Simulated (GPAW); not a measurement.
# Screening of a field by 1T-MgI2 monolayer

Wanted: the out-of-plane polarisability of 1T-MgI2 monolayer.

Method: GPAW, PAW setups; layer in a repeated cell with vacuum, relaxation of atoms and in-plane cell, in the first sound run; inputs show where later runs differ, in GPAW 26.7.0.

**1. Set-up**

The cell holds 3 atoms: 2 I and 1 Mg. Its edges and angles: a = 4.200 Å, b = 4.200 Å, c = 16.592 Å, α = 90.0°, β = 90.0°, γ = 120.0°. Vacuum lies along c.

**2. Relaxing the atoms**

Forces are removed first; all later runs use this geometry.

run.py

```python
import json
import numpy as np
from ase import Atoms
from ase.filters import FrechetCellFilter
from ase.optimize import BFGS
from gpaw import GPAW, PW

slab = Atoms(
    ['I', 'Mg', 'I'],
    positions=[
        [2.10000, 1.21244, 7.00000],
        [0.00000, 0.00000, 8.29605],
        [-0.00000, 2.42487, 9.59210]],
    cell=[[4.2, 0.0, 0.0], [-2.1, 3.63731, 0.0], [0.0, 0.0, 16.5921]],
    pbc=[True, True, True])

slab.calc = GPAW(mode=PW(600), xc='PBE', kpts={'size': (9, 9, 1), 'gamma': True},
                 occupations={'name': 'fermi-dirac', 'width': 0.05}, nbands='200%',
                 convergence={'density': 1e-05}, maxiter=200,
                 symmetry={'tolerance': 1e-3}, txt='slab.txt')
result = {}
# The in-plane cell is free; stress needs a cell that repeats along all three vectors
path = []
opt = BFGS(FrechetCellFilter(slab, mask=[1, 1, 0, 0, 0, 1]), maxstep=0.2)
opt.attach(lambda: path.append((slab.get_potential_energy(), slab.positions.tolist(), slab.get_forces().tolist())))
result['relaxed'] = bool(opt.run(fmax=0.02, steps=45))
result['path'] = path
result['cell'] = slab.cell.tolist()
print('in-plane lattice', slab.cell.cellpar().round(4)[[0, 1, 5]])
energy = slab.get_potential_energy()
fermi = slab.calc.get_fermi_level()
v = slab.calc.get_electrostatic_potential().mean((0, 1)) - fermi
n = slab.calc.get_pseudo_density().mean((0, 1))
L = slab.cell[2, 2]
z = np.arange(len(v)) * L / len(v)
low, high = slab.positions[:, 2].min(), slab.positions[:, 2].max()
below, above = np.interp([low - 4.8, high + 4.8], z, v)
slopes = [np.interp(x, z, np.gradient(v, z)) for x in (low - 4.8, high + 4.8)]
eps = np.array([[slab.calc.get_eigenvalues(k, s) for k in range(len(slab.calc.get_ibz_k_points()))]
                for s in range(slab.calc.get_number_of_spins())]) - fermi
top, bottom = eps[eps < 0].max(), eps[eps > 0].min()
dipole = slab.get_dipole_moment()[2]
print(f'energy {energy:.4f} eV, Fermi level {fermi:.4f} eV, dipole {dipole:.5f} e A')
print(f'potential 4.8 A off the faces, from the Fermi level: lower {below:.4f} eV, upper {above:.4f} eV')
print(f'slope of the potential there: lower {slopes[0]:.5f}, upper {slopes[1]:.5f} eV/A')
print(f'nearest levels on the mesh: {top:.4f} and {bottom:.4f} eV')
print('magnetic moment', round(slab.get_magnetic_moment(), 3))
result.update(energy=energy, fermi=fermi, dipole=dipole, below=below, above=above, slopes=slopes, edges=[top, bottom],
              z=z.tolist(), v=v.tolist(), n=n.tolist(), positions=slab.positions.tolist(),
              forces=slab.get_forces(apply_constraint=False).tolist(), moments=slab.get_magnetic_moments().tolist())
json.dump(result, open('result.json', 'w'))
```

Started as:

```console
$ OMP_NUM_THREADS=1 OPENBLAS_NUM_THREADS=1 python run.py
```

Output:

```text
Step          Energy          fmax
BFGS:    0       -6.978589        2.432830
BFGS:    1       -7.198451        2.021196
BFGS:    2       -7.692207        0.650007
BFGS:    3       -7.733910        0.332700
BFGS:    4       -7.744895        0.383909
BFGS:    5       -7.755691        0.428435
BFGS:    6       -7.778187        0.428230
BFGS:    7       -7.802208        0.311490
BFGS:    8       -7.818111        0.137716
BFGS:    9       -7.822687        0.031761
BFGS:   10       -7.822936        0.002077
in-plane lattice [  4.2039   4.2039 120.    ]
energy -7.8229 eV, Fermi level -1.3461 eV, dipole 0.00015 e A
potential 4.8 A off the faces, from the Fermi level: lower 4.8830 eV, upper 4.8830 eV
slope of the potential there: lower -0.00013, upper 0.00013 eV/A
nearest levels on the mesh: -1.5925 and 2.1296 eV
magnetic moment 0.0
```

Wall time 6.5 min (1 thread of Arm Neoverse V2, shared host); peak memory 0.37 GiB.

Numbers from this step:

* dipole along the normal: 1.45e-4 e·Å
* levels nearest the Fermi level on the mesh: -1.593, 2.130 eV from the Fermi level

Table of electrostatic potential energy of an electron (without an applied field's), less the Fermi level, planar mean by z:

| z (Å) | electrostatic potential energy of an electron (without an applied field's), less the Fermi level, planar mean (eV) |
| --- | --- |
| 0 | 4.88 |
| 1 | 4.88 |
| 2 | 4.88 |
| 3 | 4.88 |
| 4 | 4.86 |
| 5 | 4.45 |
| 6 | -2.67 |
| 7 | -9.10 |
| 8 | -3.54 |
| 9 | -1.94 |
| 10 | -14.2 |
| 11 | 2.41 |
| 12 | 4.76 |
| 13 | 4.88 |
| 14 | 4.88 |
| 15 | 4.88 |
| 16 | 4.88 |

Table of pseudo valence density, planar mean by z:

z (Å), pseudo valence density, planar mean (e/Å³) and a bar from the least value:
```
     0.00      0.000 
     0.52      0.000 
     0.86      0.000 
     1.38      0.000 
     1.73      0.000 
     2.25      0.000 
     2.59      0.000 
     3.11      0.000 
     3.63      0.000 
     3.98      0.001 
     4.49      0.005 
     4.84      0.013 #
     5.36      0.058 ##
     5.70      0.140 ######
     6.22      0.245 ##########
     6.74      0.152 ######
     7.09      0.280 ###########
     7.60      0.187 ########
     7.95      0.398 ################
     8.47      0.736 ##############################
     8.81      0.215 #########
     9.33      0.267 ###########
     9.68      0.231 #########
    10.20      0.186 ########
    10.72      0.198 ########
    11.06      0.092 ####
    11.58      0.022 #
    11.93      0.008 
    12.44      0.002 
    12.79      0.001 
    13.31      0.000 
    13.83      0.000 
    14.17      0.000 
    14.69      0.000 
    15.04      0.000 
    15.56      0.000 
    15.90      0.000 
    16.42      0.000
```

The relaxation lowered the energy of the cell by 0.844 eV (energies extrapolated to zero smearing; the optimiser's log prints free energies). The largest force left on a free atom is 7.3e-4 eV/Å.

**3. Plane waves, PBE**

With the geometry fixed, the planar mean of the potential gives the vacuum level on each side.

This step: GPAW, PAW setups; slab in vacuum (GPAW 26.7.0).

The cell differs from the one that the last finished run ended in (c 16.592 → 17.349 Å).

run.py, as its differences from that of step 2:

```diff
@@ -3,4 +3,2 @@
 from ase import Atoms
-from ase.filters import FrechetCellFilter
-from ase.optimize import BFGS
 from gpaw import GPAW, PW
@@ -10,21 +8,14 @@
     positions=[
-        [2.10000, 1.21244, 7.00000],
-        [0.00000, 0.00000, 8.29605],
-        [-0.00000, 2.42487, 9.59210]],
-    cell=[[4.2, 0.0, 0.0], [-2.1, 3.63731, 0.0], [0.0, 0.0, 16.5921]],
-    pbc=[True, True, True])
+        [2.10196, 1.21357, 7.00000],
+        [-0.00000, 0.00000, 8.67432],
+        [0.00000, 2.42714, 10.34865]],
+    cell=[[4.20393, -0.0, 0.0], [-2.10196, 3.64071, 0.0], [0.0, 0.0, 17.3486]],
+    pbc=[True, True, False])
 
-slab.calc = GPAW(mode=PW(600), xc='PBE', kpts={'size': (9, 9, 1), 'gamma': True},
+slab.calc = GPAW(mode=PW(400), xc='PBE', kpts={'size': (9, 9, 1), 'gamma': True},
                  occupations={'name': 'fermi-dirac', 'width': 0.05}, nbands='200%',
                  convergence={'density': 1e-05}, maxiter=200,
+                 poissonsolver={'dipolelayer': 'xy'},
                  symmetry={'tolerance': 1e-3}, txt='slab.txt')
 result = {}
-# The in-plane cell is free; stress needs a cell that repeats along all three vectors
-path = []
-opt = BFGS(FrechetCellFilter(slab, mask=[1, 1, 0, 0, 0, 1]), maxstep=0.2)
-opt.attach(lambda: path.append((slab.get_potential_energy(), slab.positions.tolist(), slab.get_forces().tolist())))
-result['relaxed'] = bool(opt.run(fmax=0.02, steps=45))
-result['path'] = path
-result['cell'] = slab.cell.tolist()
-print('in-plane lattice', slab.cell.cellpar().round(4)[[0, 1, 5]])
 energy = slab.get_potential_energy()
```

Output:

```text
energy -7.7686 eV, Fermi level -0.8492 eV, dipole 0.00070 e A
potential 4.8 A off the faces, from the Fermi level: lower 4.2352 eV, upper 4.2288 eV
slope of the potential there: lower -0.00014, upper 0.00014 eV/A
nearest levels on the mesh: -2.2434 and 1.4770 eV
magnetic moment 0.0
```

The job ended after 20 s (1 thread; peak memory 0.2 GiB).

Numbers from this step:

| Quantity | Value |
| --- | --- |
| dipole along the normal | 6.98e-4 e·Å |
| levels nearest the Fermi level on the mesh | -2.243, 1.477 eV from the Fermi level |
| upper work function | 4.229 eV |
| lower work function | 4.235 eV |
| upper ionisation energy | 6.472 eV |

Table of electrostatic potential energy of an electron (without an applied field's), less the Fermi level, planar mean by z:

| z (Å) | electrostatic potential energy of an electron (without an applied field's), less the Fermi level, planar mean (eV) |
| --- | --- |
| 0 | 4.23 |
| 1 | 4.24 |
| 2 | 4.24 |
| 3 | 4.23 |
| 4 | 4.23 |
| 5 | 4.10 |
| 6 | 1.56 |
| 7 | -14.9 |
| 8 | -2.60 |
| 9 | -3.99 |
| 10 | -10.4 |
| 11 | -2.79 |
| 12 | 3.84 |
| 13 | 4.21 |
| 14 | 4.23 |
| 15 | 4.23 |
| 16 | 4.23 |
| 17 | 4.23 |

Pseudo valence density, planar mean against z:

| z (Å) | pseudo valence density, planar mean (e/Å³) |
| --- | --- |
| 0.00 | 0 |
| 0.64 | 0 |
| 1.29 | 0 |
| 1.71 | 0 |
| 2.36 | 3.2e-6 |
| 3.00 | 1.6e-5 |
| 3.64 | 1.2e-4 |
| 4.07 | 4.2e-4 |
| 4.71 | 0.00288 |
| 5.35 | 0.0196 |
| 6.00 | 0.115 |
| 6.43 | 0.245 |
| 7.07 | 0.136 |
| 7.71 | 0.249 |
| 8.35 | 0.440 |
| 8.78 | 0.848 |
| 9.42 | 0.196 |
| 10.07 | 0.227 |
| 10.71 | 0.236 |
| 11.14 | 0.183 |
| 11.78 | 0.0364 |
| 12.42 | 0.00547 |
| 13.06 | 8.0e-4 |
| 13.49 | 2.2e-4 |
| 14.14 | 3.3e-5 |
| 14.78 | 4.1e-6 |
| 15.42 | 1.4e-6 |
| 15.85 | 0 |
| 16.49 | 0 |
| 17.13 | 0 |

The layer is gapped, so the Fermi level lies somewhere inside the gap, set by smearing and numerics, and these work functions are no property of the material; the band edges below the vacuum level are. The potential is flat to 1.4e-4 eV/Å where it is read, so the vacuum is wide enough.

**4. Field on**

A uniform field along the normal polarises the slab; the atoms stay fixed, so this is the electronic response alone.

run.py, as its differences from that of step 3:

```diff
@@ -4,2 +4,3 @@
 from gpaw import GPAW, PW
+from gpaw.external import ConstantElectricField
 
@@ -18,2 +19,3 @@
                  poissonsolver={'dipolelayer': 'xy'},
+                 external=ConstantElectricField(-0.2, [0, 0, 1]),
                  symmetry={'tolerance': 1e-3}, txt='slab.txt')
```

Output:

```text
energy -7.7773 eV, Fermi level -1.1388 eV, dipole -0.08769 e A
potential 4.8 A off the faces, from the Fermi level: lower 4.0043 eV, upper 5.0410 eV
slope of the potential there: lower -0.00011, upper 0.00019 eV/A
nearest levels on the mesh: -1.9448 and 1.7635 eV
magnetic moment 0.0
```

The job ended after 86 s (1 thread; peak memory 0.29 GiB).

Numbers from this step:

```
dipole along the normal                                         : -0.08769 e·Å
levels nearest the Fermi level on the mesh                      : -1.945, 1.763 eV from the Fermi level
potential below the slab, the applied field's own ramp left out : 4.004 eV from the Fermi level
potential above the slab, the applied field's own ramp left out : 5.041 eV from the Fermi level
```

Electrostatic potential energy of an electron (without an applied field's), less the Fermi level, planar mean against z:

| z (Å) | electrostatic potential energy of an electron (without an applied field's), less the Fermi level, planar mean (eV) |
| --- | --- |
| 0 | 4.52 |
| 1 | 4.00 |
| 2 | 4.00 |
| 3 | 4.00 |
| 4 | 4.00 |
| 5 | 3.88 |
| 6 | 1.40 |
| 7 | -14.8 |
| 8 | -2.41 |
| 9 | -3.66 |
| 10 | -9.87 |
| 11 | -2.10 |
| 12 | 4.62 |
| 13 | 5.02 |
| 14 | 5.04 |
| 15 | 5.04 |
| 16 | 5.04 |
| 17 | 4.98 |

Force by atom:

| atom | x (eV/Å) | y (eV/Å) | z (eV/Å) | size |
| --- | --- | --- | --- | --- |
| I1 | 0.0000 | 0.0000 | 0.0398 | 0.0398 |
| Mg2 | 0.0000 | 0.0000 | -0.0827 | 0.0827 |
| I3 | 0.0000 | 0.0000 | 0.0428 | 0.0428 |

The dipole is now -0.0877 e Å, against 7.0e-4 in the run without a field.

**5. In a field**

run.py, as its differences from that of step 4:

```diff
@@ -19,3 +19,3 @@
                  poissonsolver={'dipolelayer': 'xy'},
-                 external=ConstantElectricField(-0.2, [0, 0, 1]),
+                 external=ConstantElectricField(-0.1, [0, 0, 1]),
                  symmetry={'tolerance': 1e-3}, txt='slab.txt')
```

Output:

```text
energy -7.7708 eV, Fermi level -1.1956 eV, dipole -0.04384 e A
potential 4.8 A off the faces, from the Fermi level: lower 4.3196 eV, upper 4.8378 eV
slope of the potential there: lower -0.00013, upper 0.00016 eV/A
nearest levels on the mesh: -1.8947 and 1.8226 eV
magnetic moment 0.0
```

Elapsed: 82 s, on 1 thread; peak memory 0.29 GiB.

Numbers from this step:

```yaml
dipole_along_the_normal: -0.04384 e·Å
levels_nearest_the_fermi_level_on_the_mesh: -1.895, 1.823 eV from the Fermi level
potential_below_the_slab_the_applied_field_s_own_ramp_left_out: 4.320 eV from the Fermi level
potential_above_the_slab_the_applied_field_s_own_ramp_left_out: 4.838 eV from the Fermi level
```

The electrostatic potential energy of an electron (without an applied field's), less the Fermi level, planar mean by z:

| z (Å) | electrostatic potential energy of an electron (without an applied field's), less the Fermi level, planar mean (eV) |
| --- | --- |
| 0 | 4.58 |
| 1 | 4.32 |
| 2 | 4.32 |
| 3 | 4.32 |
| 4 | 4.31 |
| 5 | 4.19 |
| 6 | 1.68 |
| 7 | -14.6 |
| 8 | -2.30 |
| 9 | -3.63 |
| 10 | -9.92 |
| 11 | -2.24 |
| 12 | 4.43 |
| 13 | 4.82 |
| 14 | 4.84 |
| 15 | 4.84 |
| 16 | 4.84 |
| 17 | 4.81 |

The dipole is now -0.0438 e Å, against 7.0e-4 in the run without a field.

**6. Field on**

run.py, as its differences from that of step 5:

```diff
@@ -19,3 +19,3 @@
                  poissonsolver={'dipolelayer': 'xy'},
-                 external=ConstantElectricField(-0.1, [0, 0, 1]),
+                 external=ConstantElectricField(-0.05, [0, 0, 1]),
                  symmetry={'tolerance': 1e-3}, txt='slab.txt')
```

Output:

```text
energy -7.7691 eV, Fermi level -1.2185 eV, dipole -0.02192 e A
potential 4.8 A off the faces, from the Fermi level: lower 4.4719 eV, upper 4.7310 eV
slope of the potential there: lower -0.00013, upper 0.00015 eV/A
nearest levels on the mesh: -1.8735 and 1.8461 eV
magnetic moment 0.0
```

Run time: 86 s. Hardware: 1 thread; peak memory 0.29 GiB.

**7. Field on**

run.py, as its differences from that of step 6:

```diff
@@ -19,3 +19,3 @@
                  poissonsolver={'dipolelayer': 'xy'},
-                 external=ConstantElectricField(-0.05, [0, 0, 1]),
+                 external=ConstantElectricField(0.05, [0, 0, 1]),
                  symmetry={'tolerance': 1e-3}, txt='slab.txt')
```

Output:

```text
energy -7.7691 eV, Fermi level -1.2183 eV, dipole 0.02191 e A
potential 4.8 A off the faces, from the Fermi level: lower 4.7308 eV, upper 4.4717 eV
slope of the potential there: lower -0.00015, upper 0.00013 eV/A
nearest levels on the mesh: -1.8737 and 1.8459 eV
magnetic moment 0.0
```

Wall time 82 s (1 thread); peak memory 0.29 GiB.

**8. Field on**

run.py, as its differences from that of step 7:

```diff
@@ -19,3 +19,3 @@
                  poissonsolver={'dipolelayer': 'xy'},
-                 external=ConstantElectricField(0.05, [0, 0, 1]),
+                 external=ConstantElectricField(0.1, [0, 0, 1]),
                  symmetry={'tolerance': 1e-3}, txt='slab.txt')
```

Output:

```text
energy -7.7708 eV, Fermi level -1.1951 eV, dipole 0.04383 e A
potential 4.8 A off the faces, from the Fermi level: lower 4.8373 eV, upper 4.3191 eV
slope of the potential there: lower -0.00016, upper 0.00013 eV/A
nearest levels on the mesh: -1.8952 and 1.8222 eV
magnetic moment 0.0
```

The job ended after 82 s (1 thread; peak memory 0.29 GiB).

Table of electrostatic potential energy of an electron (without an applied field's), less the Fermi level, planar mean by z:

z (Å), electrostatic potential energy of an electron (without an applied field's), less the Fermi level, planar mean (eV) and a bar from the least value:
```
      0.0        4.6 ##############################
      0.5        4.8 ##############################
      1.0        4.8 ##############################
      1.5        4.8 ##############################
      2.0        4.8 ##############################
      2.5        4.8 ##############################
      3.0        4.8 ##############################
      3.5        4.8 ##############################
      4.0        4.8 ##############################
      4.5        4.8 ##############################
      5.0        4.7 ##############################
      5.5        4.2 #############################
      6.0        2.1 ##########################
      6.5       -5.4 ##############
      7.0      -14.4 
      7.5       -6.8 ############
      8.0       -2.2 ###################
      8.5       -4.6 ###############
      9.0       -3.7 #################
      9.5       -2.7 ##################
     10.0      -10.1 #######
     10.5      -13.5 #
     11.0       -2.6 ##################
     11.5        2.6 ###########################
     12.0        3.9 #############################
     12.5        4.2 #############################
     13.0        4.3 #############################
     13.5        4.3 #############################
     14.0        4.3 #############################
     14.5        4.3 #############################
     15.0        4.3 #############################
     15.5        4.3 #############################
     16.0        4.3 #############################
     16.5        4.3 #############################
     17.0        4.4 #############################
```

The dipole is now 0.0438 e Å, against 7.0e-4 in the run without a field.

**9. Field on**

run.py, as its differences from that of step 8:

```diff
@@ -19,3 +19,3 @@
                  poissonsolver={'dipolelayer': 'xy'},
-                 external=ConstantElectricField(0.1, [0, 0, 1]),
+                 external=ConstantElectricField(0.2, [0, 0, 1]),
                  symmetry={'tolerance': 1e-3}, txt='slab.txt')
```

Output:

```text
energy -7.7773 eV, Fermi level -1.1379 eV, dipole 0.08768 e A
potential 4.8 A off the faces, from the Fermi level: lower 5.0400 eV, upper 4.0034 eV
slope of the potential there: lower -0.00019, upper 0.00011 eV/A
nearest levels on the mesh: -1.9457 and 1.7626 eV
magnetic moment 0.0
```

Run time: 86 s. Hardware: 1 thread; peak memory 0.29 GiB.

[end of part 1 of 2]

[Logs are printed without paths, hosts, clocks, repeated set-up lines and the standing remarks that a program may print on its own settings, such as how far it seeks lower states.]

[Hosts, paths, dates, database ids (printed as entryN), source tags and the programs' standing remarks are cut or masked in the printed files.]
